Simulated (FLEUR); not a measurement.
# Magnetic state of MnS (Rambergite) from several starts, part 3 of 3

Does MnS (Rambergite) prefer parallel or opposed moments?

FLEUR MaX-R8.1; PBE; all-electron FLAPW, Dirac cores, scalar-relativistic bands.

So far, largest spin moment in the muffin-tin sphere (μB): step 2 (order 1, typed as ferro ++) 4.54; step 3 (antiferromagnetic, start moments [4.5, -4.5, 0.0, 0.0] μB) 4.36.

The database entry behind the starting cell differs from later determinations by our own check (about 0.3 % short against later determinations), so it need not match the best structure at ambient conditions.

## 5. Run 4 (antiferro q=(0,1/2,0) +--+)

Another pattern of signs weighs the neighbour shells otherwise.

This order needs a doubled cell of 8 atoms. The mesh is halved along the doubled vector, so that both cells sample the same points.

Contents of inp.xml:

```
<?xml version="1.0" encoding="UTF-8" standalone="no"?>
<fleurInput fleurInputVersion="0.39">
   <comment>
      MnS
   </comment>
   <calculationSetup>
      <cutoffs Kmax="4.29" Gmax="12.9" GmaxXC="12.9" numbands="0"/>
      <scfLoop itmax="90" minDistance="0.00002" maxIterBroyd="15" imix="Anderson" alpha="0.05" precondParam="0.0" spinf="2.0" sdNocoIR="T"/>
      <coreElectrons ctail="T" frcor="F" kcrel="0" coretail_lmax="0"/>
      <xcFunctional name="pbe" relativisticCorrections="F"/>
      <magnetism jspins="2"/>
      <soc l_soc="F" theta="0.0" phi="0.0" spav="F"/>
      <expertModes spex="0" secvar="F"/>
      <geometryOptimization l_f="F" forcealpha="1.0" forcemix="BFGS" epsdisp="0.00001" epsforce="0.00001"/>
      <ldaU l_linMix="F" mixParam="0.05" spinf="1.0"/>
   </calculationSetup>
   <cell>
      <bzIntegration valenceElectrons="84.0" mode="hist" fermiSmearingEnergy="0.00183747">
         <kPointListSelection listName="default-1"/>
         <xi:include xmlns:xi="http://www.w3.org/2001/XInclude" href="kpts.xml"> </xi:include>
      </bzIntegration>
      <xi:include xmlns:xi="http://www.w3.org/2001/XInclude" href="sym.xml"> </xi:include>
      <bulkLattice scale="1.0">
         <bravaisMatrix>
            <row-1>    7.5135510714095997     0.0000000000000000     0.0000000000000000</row-1>
            <row-2>   -7.5135510714095997    13.0138522007676372     0.0000000000000000</row-2>
            <row-3>    0.0000000000000000     0.0000000000000000    12.1547184334272007</row-3>
         </bravaisMatrix>
      </bulkLattice>
   </cell>
   <atomSpecies>
      <species name="Manganese 4.500" element="Mn" atomicNumber="25">
         <mtSphere radius="2.69" gridPoints="889" logIncrement="0.014"/>
         <atomicCutoffs lmax="10" lnonsphr="8"/>
         <electronConfig flipSpins="F">
            <coreConfig>(1s1/2) (2s1/2) (2p1/2) (2p3/2)</coreConfig>
            <valenceConfig>(3s1/2) (3p1/2) (3p3/2) (4s1/2) (3d3/2) (3d5/2)</valenceConfig>
            <stateOccupation state="(3d3/2)" spinUp="1.75" spinDown="0.25"/>
            <stateOccupation state="(3d5/2)" spinUp="3.0" spinDown="0.0"/>
         </electronConfig>
         <energyParameters s="4" p="4" d="3" f="4"/>
         <lo type="SCLO" l="0" n="3" eDeriv="0"/>
         <lo type="SCLO" l="1" n="3" eDeriv="0"/>
      </species>
      <species name="Manganese -4.500" element="Mn" atomicNumber="25">
         <mtSphere radius="2.69" gridPoints="889" logIncrement="0.014"/>
         <atomicCutoffs lmax="10" lnonsphr="8"/>
         <electronConfig flipSpins="F">
            <coreConfig>(1s1/2) (2s1/2) (2p1/2) (2p3/2)</coreConfig>
            <valenceConfig>(3s1/2) (3p1/2) (3p3/2) (4s1/2) (3d3/2) (3d5/2)</valenceConfig>
            <stateOccupation state="(3d3/2)" spinUp="0.25" spinDown="1.75"/>
            <stateOccupation state="(3d5/2)" spinUp="0.0" spinDown="3.0"/>
         </electronConfig>
         <energyParameters s="4" p="4" d="3" f="4"/>
         <lo type="SCLO" l="0" n="3" eDeriv="0"/>
         <lo type="SCLO" l="1" n="3" eDeriv="0"/>
      </species>
      <species name="Sulfur (S)" element="S" atomicNumber="16">
         <mtSphere radius="1.75" gridPoints="579" logIncrement="0.02"/>
         <atomicCutoffs lmax="6" lnonsphr="4"/>
         <electronConfig flipSpins="F">
            <coreConfig>(1s1/2) (2s1/2) (2p1/2) (2p3/2)</coreConfig>
            <valenceConfig>(3s1/2) (3p1/2) (3p3/2)</valenceConfig>
            <stateOccupation state="(3p1/2)" spinUp="0.666667" spinDown="0.666667"/>
            <stateOccupation state="(3p3/2)" spinUp="1.333333" spinDown="1.333333"/>
         </electronConfig>
         <energyParameters s="3" p="3" d="3" f="4"/>
      </species>
   </atomSpecies>
   <atomGroups>
      <atomGroup species="Manganese 4.500">
         <relPos label="                   1">1.000/3.000 1.000/3.000 .0000000000</relPos>
         <relPos label="                   4">-1.000/3.000 -1.000/3.000 1.000/2.000</relPos>
         <force calculate="T" relaxXYZ="TTT"/>
      </atomGroup>
      <atomGroup species="Manganese -4.500">
         <relPos label="                   2">1.000/3.000 -1.000/6.000 .0000000000</relPos>
         <relPos label="                   3">-1.000/3.000 1.000/6.000 1.000/2.000</relPos>
         <force calculate="T" relaxXYZ="TTT"/>
      </atomGroup>
      <atomGroup species="Sulfur (S)">
         <relPos label="                   5">1.000/3.000 1.000/3.000 .3850000000</relPos>
         <relPos label="                   8">-1.000/3.000 -1.000/3.000 -.1150000000</relPos>
         <force calculate="T" relaxXYZ="TTT"/>
      </atomGroup>
      <atomGroup species="Sulfur (S)">
         <relPos label="                   6">1.000/3.000 -1.000/6.000 .3850000000</relPos>
         <relPos label="                   7">-1.000/3.000 1.000/6.000 -.1150000000</relPos>
         <force calculate="T" relaxXYZ="TTT"/>
      </atomGroup>
   </atomGroups>
   <output dos="F" band="F" slice="F">
      <bandDOS minEnergy="-.5*Htr" maxEnergy="0.5*Htr" sigma="0.015" storeEVData="T"/>
      <plotting iplot="0" polar="F">
         <plot TwoD="T" vec1="  1.0  0.0  0.0" vec2="  0.0  1.0  0.0" vec3="  0.0  0.0  1.0" zero="  0.0  0.0  0.0" file="plot"/>
      </plotting>
      <moessbauerParams electricFieldGradient="F" isomerShift="F" coreHyperfine="F" valenceHyperfine="F"/>
   </output>
</fleurInput>
```

Contents of crystal.txt:

```
MnS
&input film=F cartesian=F /
3.97600000000  0.00000000000  0.00000000000
-3.97600000000  6.88663401080  0.00000000000
0.00000000000  0.00000000000  6.43200000000
1.8897261246
1.0 1.0 1.0

8
25 0.33333333340  0.33333333340  0.00000000000 : 4.500
25 0.33333333335  0.83333333335  0.00000000000 : -4.500
25 0.66666666665  0.16666666665  0.50000000000 : -4.500
25 0.66666666660  0.66666666660  0.50000000000 : 4.500
16 0.33333333340  0.33333333340  0.38500000000
16 0.33333333335  0.83333333335  0.38500000000
16 0.66666666665  0.16666666665  0.88500000000
16 0.66666666660  0.66666666660  0.88500000000

&kpt div1=6 div2=3 div3=6 gamma=T /
```

Started as:

```sh
OMP_NUM_THREADS=1 inpgen -f crystal.txt > inpgen.log  # inp.xml is then edited as shown
OMP_NUM_THREADS=1 mpirun -n 4 fleur_MPI > fleur.log
```

Log:

```text
[banner, memory and clock lines left out]
Welcome to FLEUR        (www.flapw.de)
      MaX-Release 8.1          (www.max-centre.eu)

 ========== k-point set info ==========
 Selected k-point list: default-1
 k-point list type: mesh
 6 x 3 x 6
 Number of k points: 40

 [... set-up left out ...]
 Iteration:     1   Distance:       8.84900749 me/bohr^3
 Iteration:     2   Distance:       8.13391194 me/bohr^3
 Iteration:     3   Distance:       4.80584053 me/bohr^3
 Iteration:     4   Distance:       3.34452440 me/bohr^3
 Iteration:     5   Distance:       2.22874836 me/bohr^3
[...]
<sumOfEigenvalues value="    -3598.5978063290">
               <coreElectrons value="-3538.8625083566"/>
               <valenceElectrons value="-59.7352979724"/>
            </sumOfEigenvalues>
         [... left out ...]
            <freeEnergy value="-6231.5980005114"/>
            <extrapolationTo0K value="-6231.5980005114"/>
         </totalEnergy>
         <densityConvergence units="me/bohr^3">
            <chargeDensity spin="1" distance="0.0000039491"/>
            <chargeDensity spin="2" distance="0.0000049332"/>
            <overallChargeDensity distance="0.0000062289"/>
            <spinDensity distance="0.0000064082"/>
         </densityConvergence>
      </iteration>
```

Wall time 36 min (4 MPI ranks of Arm Neoverse V1, shared host); peak memory 1.3 GiB; 2.4 h of CPU time.

Read from the output:

- free energy: -169570.4201 eV
- program's band gap on this mesh (in a metal only a level spacing): 1.544 eV
- magnetization: 0 μB
- final state: antiferromagnetic
- largest moment: 4.274 μB

It lies 272 meV a seeded atom under the first start, and its largest moment is 4.27 μB against 4.54 μB.

## 6. Run 5 (no spin polarisation)

Without spin polarisation no moment can form, so the difference from the other runs is what forming moments gains.

The k list default-1 (kpts.xml, not shown) is a Γ-centred 6×6×6 mesh.

Contents of inp.xml:

```
<?xml version="1.0" encoding="UTF-8" standalone="no"?>
<fleurInput fleurInputVersion="0.39">
   <comment>
      MnS
   </comment>
   <calculationSetup>
      <cutoffs Kmax="4.29" Gmax="12.9" GmaxXC="12.9" numbands="0"/>
      <scfLoop itmax="90" minDistance="0.00002" maxIterBroyd="15" imix="Anderson" alpha="0.05" precondParam="0.0" spinf="2.0" sdNocoIR="T"/>
      <coreElectrons ctail="T" frcor="F" kcrel="0" coretail_lmax="0"/>
      <xcFunctional name="pbe" relativisticCorrections="F"/>
      <magnetism jspins="1"/>
      <soc l_soc="F" theta="0.0" phi="0.0" spav="F"/>
      <expertModes spex="0" secvar="F"/>
      <geometryOptimization l_f="F" forcealpha="1.0" forcemix="BFGS" epsdisp="0.00001" epsforce="0.00001"/>
      <ldaU l_linMix="F" mixParam="0.05" spinf="1.0"/>
   </calculationSetup>
   <cell>
      <bzIntegration valenceElectrons="42.0" mode="hist" fermiSmearingEnergy="0.00183747">
         <kPointListSelection listName="default-1"/>
         <xi:include xmlns:xi="http://www.w3.org/2001/XInclude" href="kpts.xml"> </xi:include>
      </bzIntegration>
      <xi:include xmlns:xi="http://www.w3.org/2001/XInclude" href="sym.xml"> </xi:include>
      <bulkLattice scale="1.0">
         <bravaisMatrix>
            <row-1>    7.5135510713529081     0.0000000000188973     0.0000000000000000</row-1>
            <row-2>   -3.7567755356859025     6.5069261004216132     0.0000000000000000</row-2>
            <row-3>    0.0000000000000000     0.0000000000000000    12.1547184334272007</row-3>
         </bravaisMatrix>
      </bulkLattice>
   </cell>
   <atomSpecies>
      <species name="Manganese (Mn)" element="Mn" atomicNumber="25">
         <mtSphere radius="2.69" gridPoints="889" logIncrement="0.014"/>
         <atomicCutoffs lmax="10" lnonsphr="8"/>
         <electronConfig flipSpins="F">
            <coreConfig>(1s1/2) (2s1/2) (2p1/2) (2p3/2)</coreConfig>
            <valenceConfig>(3s1/2) (3p1/2) (3p3/2) (4s1/2) (3d3/2) (3d5/2)</valenceConfig>
            <stateOccupation state="(3d3/2)" spinUp="1.000000" spinDown="1.000000"/>
            <stateOccupation state="(3d5/2)" spinUp="1.500000" spinDown="1.500000"/>
         </electronConfig>
         <energyParameters s="4" p="4" d="3" f="4"/>
         <lo type="SCLO" l="0" n="3" eDeriv="0"/>
         <lo type="SCLO" l="1" n="3" eDeriv="0"/>
      </species>
      <species name="Sulfur (S)" element="S" atomicNumber="16">
         <mtSphere radius="1.75" gridPoints="579" logIncrement="0.02"/>
         <atomicCutoffs lmax="6" lnonsphr="4"/>
         <electronConfig flipSpins="F">
            <coreConfig>(1s1/2) (2s1/2) (2p1/2) (2p3/2)</coreConfig>
            <valenceConfig>(3s1/2) (3p1/2) (3p3/2)</valenceConfig>
            <stateOccupation state="(3p1/2)" spinUp="0.666667" spinDown="0.666667"/>
            <stateOccupation state="(3p3/2)" spinUp="1.333333" spinDown="1.333333"/>
         </electronConfig>
         <energyParameters s="3" p="3" d="3" f="4"/>
      </species>
   </atomSpecies>
   <atomGroups>
      <atomGroup species="Manganese (Mn)">
         <relPos label="                   1">1.000/3.000 -1.000/3.000 .0000000000</relPos>
         <relPos label="                   2">-1.000/3.000 1.000/3.000 1.000/2.000</relPos>
         <force calculate="T" relaxXYZ="TTT"/>
      </atomGroup>
      <atomGroup species="Sulfur (S)">
         <relPos label="                   3">1.000/3.000 -1.000/3.000 .3850000000</relPos>
         <relPos label="                   4">-1.000/3.000 1.000/3.000 -.1150000000</relPos>
         <force calculate="T" relaxXYZ="TTT"/>
      </atomGroup>
   </atomGroups>
   <output dos="F" band="F" slice="F">
      <bandDOS minEnergy="-.5*Htr" maxEnergy="0.5*Htr" sigma="0.015" storeEVData="T"/>
      <plotting iplot="0" polar="F">
         <plot TwoD="T" vec1="  1.0  0.0  0.0" vec2="  0.0  1.0  0.0" vec3="  0.0  0.0  1.0" zero="  0.0  0.0  0.0" file="plot"/>
      </plotting>
      <moessbauerParams electricFieldGradient="F" isomerShift="F" coreHyperfine="F" valenceHyperfine="F"/>
   </output>
</fleurInput>
```

Contents of crystal.txt:

```
MnS
&input film=F cartesian=F /
3.97599999997  0.00000000001  0.00000000000
-1.98799999999  3.44331700542  0.00000000000
0.00000000000  0.00000000000  6.43200000000
1.8897261246
1.0 1.0 1.0

4
25 0.33333333333  0.66666666667  0.00000000000
25 0.66666666667  0.33333333333  0.50000000000
16 0.33333333333  0.66666666667  0.38500000000
16 0.66666666667  0.33333333333  0.88500000000

&kpt div1=6 div2=6 div3=6 gamma=T /
```

Log:

```text
[banner, memory and clock lines left out]
Welcome to FLEUR        (www.flapw.de)
      MaX-Release 8.1          (www.max-centre.eu)

 ========== k-point set info ==========
 Selected k-point list: default-1
 k-point list type: mesh
 6 x 6 x 6
 Number of k points: 28

 [... set-up left out ...]
 Iteration:     1   Distance:      16.54760155 me/bohr^3
 Iteration:     2   Distance:      15.16818469 me/bohr^3
 Iteration:     3   Distance:      11.12713044 me/bohr^3
 Iteration:     4   Distance:       3.95036337 me/bohr^3
 Iteration:     5   Distance:       3.48698752 me/bohr^3
[...]
<FermiEnergy value="0.1623156406" units="Htr"/>
         [... left out ...]
         <totalEnergy value="    -3115.6532810467" units="Htr">
            <sumOfEigenvalues value="    -1800.1183188120">
               <coreElectrons value="-1770.5128500319"/>
               <valenceElectrons value="-29.6054687801"/>
            </sumOfEigenvalues>
         [... left out ...]
            <freeEnergy value="-3115.6555341458"/>
            <extrapolationTo0K value="-3115.6544075962"/>
         </totalEnergy>
         <densityConvergence units="me/bohr^3">
            <chargeDensity spin="1" distance="0.0000051793"/>
         </densityConvergence>
      </iteration>
```

Run time: 1.7 min. Hardware: 4 MPI ranks; peak memory 0.32 GiB; 7 min of CPU time.

Read from the output:

* free energy: -84781.3061 eV
* program's band gap on this mesh (in a metal only a level spacing): 1.61e-4 eV
* final state: non-magnetic (no spin polarisation)

It lies 1680 meV a seeded atom over the first start.

## 7. The states side by side

Free energies are divided by the number of seeded atoms, so that cells of unlike size compare. Wavevectors q in the names are fractions of the primitive cell's reciprocal vectors.

Orders:

```tsv
start	final state	typed order kept	energy over the lowest (meV a seeded atom)	largest sphere moment (μB)	net moment (μB a primitive cell)	mesh matched	CPU time (s)
ferro ++	ferromagnetic	yes	272.4	4.536	9.918	yes	760.7
antiferro +-	antiferromagnetic	yes	96.22	4.363	0	yes	1038
antiferro q=(0,1/2,0) +--+	antiferromagnetic	yes	0	4.274	0	yes	8630
no spin polarisation	non-magnetic	-	1952	0	0	yes	418.3
```

## 8. What came out

```
lowest state found                 : antiferromagnetic (typed antiferro q=(0,1/2,0) +--+)
largest site spin moment           : 4.27 μB
next finished state                : antiferromagnetic, 96.2 meV a seeded atom higher
energy gained by spin polarisation : 1952 meV a seeded atom
```

**Reading.** The lowest state found is antiferromagnetic, reached from the start antiferro q=(0,1/2,0) +--+, with moments up to 4.27 μB. The next finished state costs 96 meV a seeded atom. Forming the largest moments gains far more than ordering them, so they should outlast the ordering temperature. 1 start gave no converged result and is missing from the ranking; where cut off, the energy had nearly settled 24 meV a seeded atom over the lowest. This is the lowest of 4 finished starts, no proof of the ground state.

[Logs and program files are shortened in this print: banners, set-up blocks, solver, clock and traceback lines can be left out without a mark of their own.]

[Logs are printed without paths, hosts, clocks, repeated set-up lines and the standing remarks that a program may print on its own settings, such as how far it seeks lower states.]

[Hosts, paths, dates, database ids (printed as entryN), source tags and the programs' standing remarks are cut or masked in the printed files.]

[Where a cell is said to come from a database of computed structures, the database is the Materials Project.]
